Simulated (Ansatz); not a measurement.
# Pt (Fm-3m) in Ansatz: single point with RPBE+U

Aim: the single point of Pt with RPBE+U.

All numbers are computed with Ansatz 0.2.0; they aren't measurements. Logs are shortened: lines on timing, memory, paths and dates and some standing lists are left out, and cuts for length are marked.

**1. The structure**

Symmetry: Fm-3m, No. 225, cubic system. Conventional cell: a = 3.922 Å, b = 3.922 Å, c = 3.922 Å, α = 90.00°, β = 90.00°, γ = 90.00°. Pt (site symmetry m-3m) has 12 Pt at 2.77 Å as nearest neighbours.

**2. Single point, RPBE+U, spin-orbit coupling, no magnetisation**

The input, input.yaml:

```yaml
crystal:
  lattice:
    - [0.0, 1.9609, 1.9609]
    - [1.9609, 0.0, 1.9609]
    - [1.9609, 1.9609, 0.0]
  atoms:
    - { symbol: Pt, position: [0.0, 0.0, 0.0] }
hamiltonian:
  xc: rpbe
  pseudopotentials: { kind: nc_fr, accuracy: stringent }
  hubbard:
    sites: [{ species: Pt, l: d, u_eff: 8.0 }]
    projectors: ortho-atomic
    double_counting: amf
magnetization:
  noncollinear: true
  spin_orbit: true
kpoints:
  mp_grid: { grid: [12, 12, 12] }
scf:
  occupations: { method: tetrahedron }
output:
  forces: true
  stress: true
  write_density: true
  write_potential: true
  elf: true
  volumetric_format: npy
```

Potentials or basis: PseudoDojo stringent (PBE files).

Started as:

```sh
$ ansatz run input.yaml --threads 1 --pin off --max-ram 2560MiB --backend cpu --events-out ev --progress --plain --runs-dir out
```

Output:

```text
Warning: output.forces, output.stress, relax.cell or npt_langevin: where a Kohn–Sham band that disperses or a degenerate level is filled in part under the method tetrahedron, the forces or the stress that this run publishes need not agree with its energy (scf.occupations.method in the input reference, under Limitations); prefer a smearing scheme for the forces or the stress
Warning: The stringent table, which hamiltonian.pseudopotentials names, holds the potential of the library's standard table for Pt (one content_sha256, or a second file that the publisher made of the same generator input, which states another). The run takes no other species from the library, so that hamiltonian.pseudopotentials.accuracy: standard would change no potential of it. The deck needs no change, but a comparison with a run at hamiltonian.pseudopotentials.accuracy: standard does not test the potential of Pt. To test it, run on another potential, such as that of hamiltonian.pseudopotentials: {kind: paw}
Warning: RAYON_NUM_THREADS=1 ignored (pool sized by the plan → 1); use --threads N
Engine: ansatz 0.2.0, x86_64-unknown-linux-gnu
Pseudopotentials: kind: nc_fr
Pseudopotential: Pt, nc_fr, valence charge 18, recommended cutoff 1142.878222 eV (normal), Pt.nc_fr.azcp (PseudoDojo's, or run here from an input of PseudoDojo's; its table is named by hamiltonian.pseudopotentials.accuracy)
Functional definition: RPBE
  parameter kappa = 0.804
  parameter beta = 0.06672455060314922
  exchange = rpbe_x(kappa = kappa, mu = beta*pi^2/3)
  correlation = pbe_c(beta = beta)
non-collinear run that drives no moment, with spin-orbit: no starting moment large enough to seed its density (crystal.atoms[].spin), no starting occupations that ask for one, no magnetisation constraint and no magnetic field, so the semilocal B_xc is pinned to zero
Crystal: 1 atoms, lattice volume = 15.080 Å³
Basis set: ecut = 1142.878222 eV, 1363 PW (Γ), exchange–correlation on 64×64×64 points (8 copies of the dense FFT grid, shifted against one another)
Bands: 26, of which v1, the nominal top of the filled ones, is band 18 counted from 1 (17 counted from 0)
Symmetry: 48 space group operations + 48 with time reversal
Magnetic group: BNS 225.117 (UNI 1619), of the structure as read, at distance tolerance 2.5e-5 Å
k-points: 72 of 1728
Projection manifold: j_resolved (fully-relativistic pseudo-atomic orbitals)
Non-local potential: Pt, projectors of the file, l = 0: 2, l = 1: 4, l = 2: 4, l = 3: 4
Initial density: superposition of atomic densities (chi_scale 0.1, normalization cell)
Initial wavefunctions: pseudopotential atomic-orbital guess
Functional: x = rpbe, c = pbe(β = 0.06672455060314922)
SCF iter   1: F=—  HF=-3560.637354 eV  |F-HF|=—  |Δ(HF+E_count)|=         —  Δρ=8.43e-2  dr2=9.17e-1  dr2_m=0.00e0 (ungated)  ethr=3.10e-3  |M|=0.00e0 ∫|m|=0.00e0 μB  |m|>n=0.0e0 m-floor=0.0e0 τ_xc=0.0e0  β_m=0.30  ⟨swp⟩=7.7  Hψ=10488  notcnv=0
preconditioner: auto → none  [metal: no gap  n_scr=8 (ndim 8)  ℏωp=30.2 eV  f_vac=0.000  sad-step TF]
SCF iter   2: F=—  HF=-3560.532344 eV  |F-HF|=—  |Δ(HF+E_count)|=   1.05e-1  Δρ=5.92e-2  dr2=4.33e-1  dr2_m=0.00e0 (ungated)  ethr=3.10e-3  |M|=0.00e0 ∫|m|=0.00e0 μB  |m|>n=0.0e0 m-floor=0.0e0 τ_xc=0.0e0  β_m=0.65  ⟨swp⟩=1.5  Hψ=2536  notcnv=0  defer=72
SCF iter   3: F=—  HF=-3560.484043 eV  |F-HF|=—  |Δ(HF+E_count)|=   4.83e-2  Δρ=6.73e-3  dr2=3.37e-3  dr2_m=0.00e0 (ungated)  ethr=2.40e-3  |M|=0.00e0 ∫|m|=0.00e0 μB  |m|>n=0.0e0 m-floor=0.0e0 τ_xc=0.0e0  β_m=0.72  ⟨swp⟩=2.0  Hψ=2696  notcnv=0  defer=150
SCF iter   4: F=—  HF=-3560.486252 eV  |F-HF|=—  |Δ(HF+E_count)|=   2.21e-3  Δρ=1.49e-3  dr2=8.75e-5  dr2_m=0.00e0 (ungated)  ethr=1.87e-5  |M|=0.00e0 ∫|m|=0.00e0 μB  |m|>n=0.0e0 m-floor=0.0e0 τ_xc=0.0e0  β_m=0.86  ⟨swp⟩=2.3  Hψ=3892  notcnv=0  defer=202
SCF iter   5: F=—  HF=-3560.487341 eV  |F-HF|=—  |Δ(HF+E_count)|=   1.09e-3  Δρ=5.23e-4  dr2=8.60e-6  dr2_m=0.00e0 (ungated)  ethr=4.86e-7  |M|=0.00e0 ∫|m|=0.00e0 μB  |m|>n=0.0e0 m-floor=0.0e0 τ_xc=0.0e0  β_m=0.93  ⟨swp⟩=2.3  Hψ=3272  notcnv=0  defer=202
SCF iter   6: F=—  HF=-3560.488776 eV  |F-HF|=—  |Δ(HF+E_count)|=   1.44e-3  Δρ=2.64e-4  dr2=4.67e-6  dr2_m=0.00e0 (ungated)  ethr=4.78e-8  |M|=0.00e0 ∫|m|=0.00e0 μB  |m|>n=0.0e0 m-floor=0.0e0 τ_xc=0.0e0  β_m=0.94  ⟨swp⟩=3.1  Hψ=3800  notcnv=0  defer=202
SCF iter   7: F=—  HF=-3560.488885 eV  |F-HF|=—  |Δ(HF+E_count)|=   1.09e-4  Δρ=5.03e-5  dr2=9.25e-8  dr2_m=0.00e0 (ungated)  ethr=5.56e-10  |M|=0.00e0 ∫|m|=0.00e0 μB  |m|>n=0.0e0 m-floor=0.0e0 τ_xc=0.0e0  β_m=0.97  ⟨swp⟩=10.8  Hψ=14978  notcnv=0
SCF iter   8: F=-3560.488892 eV  HF=-3560.488892 eV  |F-HF|=1.11e-8  |Δ(HF+E_count)|=   6.79e-6  Δρ=8.12e-6  dr2=1.78e-9  dr2_m=0.00e0 (ungated)  ethr=5.14e-10  |M|=0.00e0 ∫|m|=0.00e0 μB  |m|>n=0.0e0 m-floor=0.0e0 τ_xc=0.0e0  ⟨swp⟩=8.0  Hψ=10584  notcnv=0
SCF 1 converged in 8 iterations: F = -3560.488892 eV  dr2 = 1.78e-9
SCF converged after 8 iterations
Stability not checked: this state was not tested for a lower state beside it, because cold or Methfessel-Paxton smearing, or corrected tetrahedra, fill the levels in a way that the test cannot read (fill_not_monotonic; see scf.lower_state_search)
Magnetization: |M| = 0.0000 μB,  M = (+0.0000, +0.0000, +0.0000) μB
Absolute magnetization: 0.0000 μB (∫|m|)
  site 0: m = (+0.0000, +0.0000, +0.0000) μB, |m| = 0.0000 μB  (R = 1.14 Å)
Free energy (F): -3560.488892 eV
Harris-Foulkes:  -3560.488892 eV  (|F-HF|=1.11e-8)
Internal energy: -3560.488892 eV  (E = F + TS)
E sigma→0 (E₀):  -3560.488892 eV
Fermi energy:    23.966810 eV
--- Per-component energies (eV) ---
  E_band       = -129.851640
  E_kinetic    = 1019.980217
  E_local      = -1933.504722  (includes V_loc(G=0)·N_el)
  E_nonlocal   = 212.344880
  E_hartree    = 518.138489
  E_xc         = -650.105666
  E_vxc        = -464.548422  (∫ρ·V_xc dr)
  E_hubbard    = -0.200746  (on-site DFT+U / exact-exchange correction)
  E_vhub       = -0.401481  (the Hubbard potential's part of the band-sum identity)
  E_ewald      = -2727.141345
  E_smearing   = -0.000000  (= −TS)
  E_closure    = 0.000000  (closes the sum)
  Σ components = -3560.488892   (vs F -3560.488892, Δ=0.00e0)
DFT+U double counting: amf (around mean field; hamiltonian.hubbard.double_counting)
--- Hubbard shell moments (per corrected site; Tr N, ν in electrons; μ in μ_B) ---
  shell 0: Tr N=8.8680  μ_S=(-0.0000, +0.0000, -0.0000)  μ_L=(+0.0000, +0.0000, -0.0000)  μ=(+0.0000, +0.0000, -0.0000)  ν=0.1313 (axis n/a)
--- Forces (eV/Å), atoms counted from 1 ---
  atom   1  Pt    -0.00000000     0.00000000     0.00000000
  max |Σ_I F_I| component: 1.68e-29 eV/Å
--- Stress (GPa, compression-positive) ---
       17.278649      -0.000000       0.000000
       -0.000000      17.278649       0.000000
        0.000000       0.000000      17.278649
  P = ⅓ Tr σ = 17.2786 GPa (172.786 kbar)
--- Band table (eV; the first three rows and the last of 72) ---
  k-point 0: bands = ["-74.7341", "-74.7341", "-39.8860", "-39.8860", "-24.7747", "-24.7747", "-24.7747", "-24.7747", "13.4702", "13.4702", "19.2167", "19.2167", "19.2167", "19.2167", "21.2564", "21.2564", "22.0028", "22.0028", "22.0028", "22.0028", "38.2577", "38.2577", "42.6959", "42.6959", "43.4119", "43.4119"]
  k-point 1: bands = ["-74.7319", "-74.7319", "-39.8930", "-39.8930", "-24.8050", "-24.8050", "-24.7806", "-24.7806", "13.7477", "13.7477", "19.2112", "19.2112", "19.2487", "19.2487", "21.2986", "21.2986", "21.8862", "21.8862", "22.0275", "22.0275", "38.6820", "38.6820", "41.7987", "41.7987", "43.4113", "43.4113"]
  k-point 2: bands = ["-74.7255", "-74.7255", "-39.9121", "-39.9121", "-24.8871", "-24.8871", "-24.7968", "-24.7968", "14.5199", "14.5199", "19.1825", "19.1825", "19.2734", "19.2734", "21.3664", "21.3664", "21.7509", "21.7509", "22.1930", "22.1930", "39.4654", "39.4654", "39.6868", "39.6868", "44.4585", "44.4585"]
  k-point 71: bands = ["-74.6901", "-74.6901", "-40.0221", "-40.0221", "-25.1821", "-25.1821", "-25.0687", "-25.0687", "17.3634", "17.3634", "18.7290", "18.7290", "19.6667", "19.6667", "21.5194", "21.5194", "24.6399", "24.6399", "30.8018", "30.8018", "31.2007", "31.2007", "32.5562", "32.5562", "35.7885", "35.7885"]
Occupation matrices written to <dir>
```

Run time: 15 s. Hardware: 1 thread of AMD EPYC 9R14 (Zen 4), shared host; peak memory 0.58 GiB.

Results:

| Quantity | Value |
| --- | --- |
| Free energy | -3560.4889 eV |
| Pressure | 17.3 GPa |
| Band gap on the k mesh | none (metal or under the smearing width) |

Levels at points of the mesh, in eV from the Fermi level:
```
             k point  band 14  band 15  band 16  band 17  band 18  band 19  band 20  band 21  band 22  band 23
  (0.00, 0.00, 0.00)    -4.75    -2.71    -2.71    -1.96    -1.96    -1.96    -1.96    14.29    14.29    18.73
 (0.00, 0.00, -0.50)    -3.74    -0.90    -0.90    -0.37    -0.37     0.18     0.18     5.75     5.75    13.87
(0.00, -0.50, -0.50)    -0.84    -0.07    -0.07     1.24     1.24     1.41     1.41     8.66     8.66    10.38
```

Caveat: the potentials were made for another functional, which shifts forces and pressure; U without spin polarisation on a metal has little footing; the U is typed as a test and isn't derived for this compound; with tetrahedron occupations forces and stress needn't match the slope of the energy.
